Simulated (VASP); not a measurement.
# KF (Pm-3m) in VASP: further runs

One crystal, KF, is run at these levels: PBE; tasks: single point.

Program: VASP 6.6.1. These are calculated values, not measurements. Logs are shortened: lines on timing, memory, paths and dates and some standing lists are left out, and cuts for length are marked.

### Step 1. The undisturbed crystal

It takes space group Pm-3m (No. 221, cubic). The conventional cell has a = 3.259 Å, b = 3.259 Å, c = 3.259 Å, α = 90.00°, β = 90.00°, γ = 90.00°. K (site symmetry m-3m) has 8 F at 2.82 Å as nearest neighbours. F (site symmetry m-3m) is surrounded by 8 K at 2.82 Å.

The cell comes from a database or a generator and needn't be the stable form of this composition.

### Step 2. Single point, PBE (F replaced by Br, lengths x 1.145, strained and moved within the space group)

Input file INCAR:

```
PREC = Accurate
ENCUT = 520
EDIFF = 1E-6
ISMEAR = 0
SIGMA = 0.1
LREAL = F
LASPH = T
NELM = 100
ALGO = Normal
ISIF = 2
LWAVE = F
LCHARG = F
GGA = PE
NBANDS = 15
```

Input file KPOINTS:

```
regular mesh
0
Gamma
  6 6 6
```

Input file POSCAR:

```
KBr
1.0
    3.5997587902      0.0000000000      0.0000000000
    0.0000000000      3.5997587902      0.0000000000
    0.0000000000      0.0000000000      3.5997587902
K Br
1 1
Direct
    0.0000000000      0.0000000000      0.0000000000
    0.5000000000      0.5000000000      0.5000000000
```

Potentials or basis: VASP PAW PBE potentials, release 64 (K_sv, Br).

Launch:

```sh
$ cat potpaw_PBE.64/K_sv/POTCAR potpaw_PBE.64/Br/POTCAR > POTCAR
$ mpirun -np 1 vasp_std > vasp.out
```

OUTCAR:

```text
PREC = Accurate
   ENCUT = 520
   EDIFF = 1E-6
   ISMEAR = 0
   LREAL = F
   LASPH = T
   NELM = 100
   ISIF = 2
   GGA = PE

 ion  position               nearest neighbor table
   1  0.000  0.000  0.000-   2 3.12   2 3.12   2 3.12   2 3.12   2 3.12   2 3.12   2 3.12   2 3.12

   2  0.500  0.500  0.500-   1 3.12   1 3.12   1 3.12   1 3.12   1 3.12   1 3.12   1 3.12   1 3.12

  LATTYP: Found a simple cubic cell.
 ALAT       =     3.5997587902

  Lattice vectors:

 A1 = (   3.5997587902,   0.0000000000,   0.0000000000)
 A2 = (   0.0000000000,   3.5997587902,   0.0000000000)
 A3 = (   0.0000000000,   0.0000000000,   3.5997587902)

Analysis of symmetry for initial positions (statically):
=====================================================================
 Subroutine PRICEL returns:
 Original cell was already a primitive cell.

 Routine SETGRP: Setting up the symmetry group for a
 simple cubic supercell.

 Subroutine GETGRP returns: Found 48 space group operations
 (whereof 48 operations were pure point group operations)
 out of a pool of 48 trial point group operations.

The static configuration has the point symmetry O_h .

Analysis of symmetry for dynamics (positions and initial velocities):
=====================================================================
 Subroutine PRICEL returns:
 Original cell was already a primitive cell.

 Routine SETGRP: Setting up the symmetry group for a
 simple cubic supercell.

 Subroutine GETGRP returns: Found 48 space group operations
 (whereof 48 operations were pure point group operations)
 out of a pool of 48 trial point group operations.

The dynamic configuration has the point symmetry O_h .

 Subroutine INISYM returns: Found 48 space group operations
 (whereof 48 operations are pure point group operations),
 and found     1 'primitive' translations

----------------------------------------------------------------------------------------

                                     Primitive cell

  volume of cell :      46.6466

  direct lattice vectors                    reciprocal lattice vectors
     3.599758790  0.000000000  0.000000000     0.277796391  0.000000000  0.000000000
     0.000000000  3.599758790  0.000000000     0.000000000  0.277796391  0.000000000
     0.000000000  0.000000000  3.599758790     0.000000000  0.000000000  0.277796391

  length of vectors
     3.599758790  3.599758790  3.599758790     0.277796391  0.277796391  0.277796391

  position of ions in fractional coordinates (direct lattice)
     0.000000000  0.000000000  0.000000000
     0.500000000  0.500000000  0.500000000

  ion indices of the primitive-cell ions
   primitive index   ion index
                 1           1
                 2           2

----------------------------------------------------------------------------------------

 KPOINTS: regular mesh

Automatic generation of k-mesh.
 Grid dimensions read from file:
 generate k-points for:    6    6    6

 Generating k-lattice:

  Cartesian coordinates                     Fractional coordinates (reciprocal lattice)
     0.046299398  0.000000000  0.000000000     0.166666667  0.000000000  0.000000000
     0.000000000  0.046299398  0.000000000     0.000000000  0.166666667  0.000000000
     0.000000000  0.000000000  0.046299398     0.000000000  0.000000000  0.166666667

  Length of vectors
     0.046299398  0.046299398  0.046299398

  Shift w.r.t. Gamma in fractional coordinates (k-lattice)
     0.000000000  0.000000000  0.000000000

 Subroutine IBZKPT returns following result:
 ===========================================

 Found     20 irreducible k-points:

 Following reciprocal coordinates:
            Coordinates               Weight
  0.000000  0.000000  0.000000      1.000000
  0.166667  0.000000  0.000000      6.000000
  0.333333  0.000000  0.000000      6.000000
  0.500000  0.000000  0.000000      3.000000
  0.166667  0.166667  0.000000     12.000000
  0.333333  0.166667  0.000000     24.000000
[... 12 lines left out ...]
  0.500000  0.500000  0.333333      6.000000
  0.500000  0.500000  0.500000      1.000000
   k-points           NKPTS =     20   k-points in BZ     NKDIM =     20   number of bands    NBANDS=     15
   number of dos      NEDOS =    301   number of ions     NIONS =      2
   total plane-waves  NPLWV =  21952
   dimension x,y,z NGX =    28 NGY =   28 NGZ =   28
   dimension x,y,z NGXF=    56 NGYF=   56 NGZF=   56
   ions per type =               1   1
   NGX,Y,Z   is equivalent  to a cutoff of  12.93, 12.93, 12.93 a.u.
   NGXF,Y,Z  is equivalent  to a cutoff of  25.86, 25.86, 25.86 a.u.
 SYSTEM =  unknown system
   PREC   = accura    normal or accurate (medium, high low for compatibility)
   ISTART =      0    job   : 0-new  1-cont  2-samecut
   ICHARG =      2    charge: 1-file 2-atom 10-const
   ISPIN  =      1    spin polarized calculation?
   LNONCOLLINEAR =      F non collinear calculations
   LSORBIT =      F    spin-orbit coupling
   LASPH  =      T    aspherical Exc in radial PAW
   ENCUT  =  520.0 eV  38.22 Ry    6.18 a.u.   6.69  6.69  6.69*2*pi/ulx,y,z
   NELM   =    100;   NELMIN=  2; NELMDL= -5     # of ELM steps
   EDIFF  = 0.1E-05   stopping-criterion for ELM
[... 8 lines left out ...]
   TEBEG  =    0.0;   TEEND  =   0.0 temperature during run
   PSTRESS=    0.0 pullay stress
   NELECT =      16.0000    total number of electrons
   NUPDOWN=      -1.0000    fix difference up-down
   EMIN   =  10.00;   EMAX   =-10.00  energy-range for DOS
   EFERMI =   0.00;   METHOD = LEGACY
   ISMEAR =     0;   SIGMA  =   0.10  broadening in eV -4-tet -1-fermi 0-gaus
   EFERMI_NEDOS =   21; number of points for ismear=-14 and -15
   IALGO  =     38    algorithm
   IMIX   =      4    mixing-type and parameters
     AMIX     =   0.40;   BMIX     =  1.00
     AMIX_MAG =   1.60;   BMIX_MAG =  1.00
  volume/ion in A,a.u.               =      23.32       157.39
  Fermi-wavevector in a.u.,A,eV,Ry     =   1.145974  2.165577 17.867938  1.313256
  Thomas-Fermi vector in A             =   2.282660
   LORBIT       =      0    0 simple, 1 ext, 2 COOP (PROOUT), +10 PAW based schemes
   GGA     = PE    functional components
   LHFCALC =     F    Hartree Fock is set to
   AEXX    =    0.0000 exact exchange contribution
   IVDW    =     0    specifies the selected vdW correction
   LEPSILON=     F    determine dielectric tensor
   LRPA    =     F    only Hartree local field effects (RPA)
 non-spin polarized calculation
 Gauss-broadening in eV      SIGMA  =   0.10
  energy-cutoff  :      520.00
  volume of cell :       46.65
 maximum number of plane-waves:      1328
 NGX is ok and might be reduce to    28
   NGX = 13   NGY = 13   NGZ = 13

 number of electron      16.0000005 magnetization

 Free energy of the ion-electron system (eV)
  ---------------------------------------------------
  ext. energy  EPLUGINS =         0.00000000
  ---------------------------------------------------
  free energy    TOTEN  =        -5.53158583 eV

  energy without entropy =       -5.53158583  energy(sigma->0) =       -5.53158583

 E-fermi :   1.9544     XC(G=0):  -9.3810

 val. band max:        1.4143300072   @ k =   0.5000   0.5000   0.0000
 cond. band min:       6.4765688078   @ k =   0.5000   0.5000   0.0000
 fundamental gap:      5.0622388005
 Fermi energy:         1.9543936023

 k-point     1 :       0.0000    0.0000    0.0000
  band No.  band energies     occupation
      1     -27.0138      2.00000
      2     -12.3138      2.00000
      3     -10.3851      2.00000
      4     -10.3851      2.00000
      5     -10.3851      2.00000
      6       1.0433      2.00000
      7       1.0433      2.00000
      8       1.0433      2.00000
      9       6.5197      0.00000
     10       6.5197      0.00000
     11       6.7459      0.00000
     12      11.6538      0.00000
     13      11.6538      0.00000
     14      11.6538      0.00000
     15      14.9216      0.00000

 k-point     2 :       0.1667    0.0000    0.0000
  band No.  band energies     occupation
      1     -27.0019      2.00000
      2     -12.3926      2.00000
      3     -10.3669      2.00000
      4     -10.3669      2.00000
      5     -10.2988      2.00000
      6       0.1023      2.00000
      7       1.0153      2.00000
      8       1.0153      2.00000
      9       6.7968      0.00000
     10       7.1660      0.00000
     11       7.9284      0.00000
     12      11.5977      0.00000
     13      11.5977      0.00000
     14      11.8175      0.00000
     15      13.5628      0.00000

 k-point     3 :       0.3333    0.0000    0.0000
  band No.  band energies     occupation
      1     -26.9778      2.00000
      2     -12.5527      2.00000
      3     -10.3300      2.00000
      4     -10.3300      2.00000
      5     -10.0996      2.00000
      6      -1.2524      2.00000
      7       0.9551      2.00000
      8       0.9551      2.00000
      9       7.5839      0.00000
     10       8.5149      0.00000
     11      10.0120      0.00000
     12      11.4377      0.00000
     13      11.7305      0.00000
     14      11.7305      0.00000
     15      12.2045      0.00000
[... 271 lines left out ...]
 k-point    19 :       0.5000    0.5000    0.3333
  band No.  band energies     occupation
      1     -26.8957      2.00000
      2     -11.4944      2.00000
      3     -10.7206      2.00000
      4     -10.7206      2.00000
      5     -10.5820      2.00000
      6      -1.0624      2.00000
      7      -1.0624      2.00000
      8      -0.6629      2.00000
      9       8.5563      0.00000
     10       9.4962      0.00000
     11       9.4962      0.00000
     12      11.4681      0.00000
     13      12.8715      0.00000
     14      12.8715      0.00000
     15      13.8433      0.00000

 k-point    20 :       0.5000    0.5000    0.5000
  band No.  band energies     occupation
      1     -26.8861      2.00000
      2     -11.4044      2.00000
      3     -10.6835      2.00000
      4     -10.6835      2.00000
      5     -10.6835      2.00000
      6      -1.1761      2.00000
      7      -1.1761      2.00000
      8      -1.1761      2.00000
      9       9.6198      0.00000
     10       9.6198      0.00000
     11       9.6198      0.00000
     12      12.3521      0.00000
     13      12.3521      0.00000
     14      12.3521      0.00000
     15      13.8839      0.00000

------------------------ aborting loop because EDIFF is reached ----------------------------------------

  FORCE on cell =-STRESS in cart. coord.  units (eV):
  Direction    XX          YY          ZZ          XY          YZ          ZX
  --------------------------------------------------------------------------------------
  -------------------------------------------------------------------------------------
  Total        3.6692486      3.6692486      3.6692486      0.0000000     -0.0000000      0.0000000
  in kB      126.0281369    126.0281369    126.0281369      0.0000000     -0.0000000      0.0000000
  external PRESSURE =     126.0281369 kB  Pullay stress =       0.0000000 kB

 VOLUME and BASIS-vectors are now :
 -----------------------------------------------------------------------------
  energy-cutoff  :      520.00
  volume of cell :       46.65
      direct lattice vectors                 reciprocal lattice vectors
     3.599758790  0.000000000  0.000000000     0.277796391  0.000000000  0.000000000
     0.000000000  3.599758790  0.000000000     0.000000000  0.277796391  0.000000000
     0.000000000  0.000000000  3.599758790     0.000000000  0.000000000  0.277796391

 POSITION                                       TOTAL-FORCE (eV/Angst)
 -----------------------------------------------------------------------------------
      0.00000      0.00000      0.00000         0.000000      0.000000      0.000000
      1.79988      1.79988      1.79988         0.000000      0.000000      0.000000
 -----------------------------------------------------------------------------------
    total drift:                               -0.000000      0.000000      0.000000

  FREE ENERGIE OF THE ION-ELECTRON SYSTEM (eV)
  ---------------------------------------------------
  free  energy   TOTEN  =        -5.5315858300 eV

  energy  without entropy=       -5.5315858300  energy(sigma->0) =       -5.53158583
```

It took 13 s on 1 thread of Intel Xeon Platinum 8488C (Sapphire Rapids), shared host; peak memory 0.16 GiB.

Results:

* Free energy: -5.5316 eV
* Pressure: 12.6 GPa
* Band gap on the k mesh: 5.06 eV, direct

A k mesh can miss the band edges.

### Step 3. Single point, PBE (F replaced by Br, lengths x 1.145, strained and moved within the space group)

Input file INCAR:

```
PREC = Accurate
ENCUT = 520
EDIFF = 1E-6
ISMEAR = 0
SIGMA = 0.02
LREAL = False
LASPH = True
NELM = 100
ALGO = Fast
ISIF = 2
LWAVE = False
LCHARG = True
GGA = PE
LELF = True
LVHAR = True
NBANDS = 15
```

KPOINTS is that of step 2.

POSCAR is that of step 2.

Potentials or basis: VASP PAW PBE potentials, release 64 (K_sv, Br).

Launch:

```sh
$ cat potpaw_PBE.64/K_sv/POTCAR potpaw_PBE.64/Br/POTCAR > POTCAR
$ mpirun -np 1 vasp_std > vasp.out
```

Wall time 16 s (1 thread of Intel Xeon Platinum 8488C (Sapphire Rapids), shared host); peak memory 0.15 GiB.

The run converged. Its results:

* Free energy: -5.5316 eV
* Pressure: 12.6 GPa
* Band gap on the k mesh: 5.06 eV, direct

Levels at points of the mesh, in eV from the valence-band top:
```csv
k point,band 5,band 6,band 7,band 8,band 9,band 10,band 11,band 12
"(0.00, 0.00, 0.00)",-11.80,-0.37,-0.37,-0.37,5.11,5.11,5.33,10.24
"(0.50, 0.00, 0.00)",-11.40,-3.23,-0.49,-0.49,6.94,8.03,8.75,9.55
"(0.50, 0.50, 0.00)",-11.68,-2.14,-2.14,0.00,5.06,6.69,8.00,8.00
"(0.50, 0.50, 0.50)",-12.10,-2.59,-2.59,-2.59,8.21,8.21,8.21,10.94
```

A k mesh can miss the band edges.

[end of part 1 of 2]
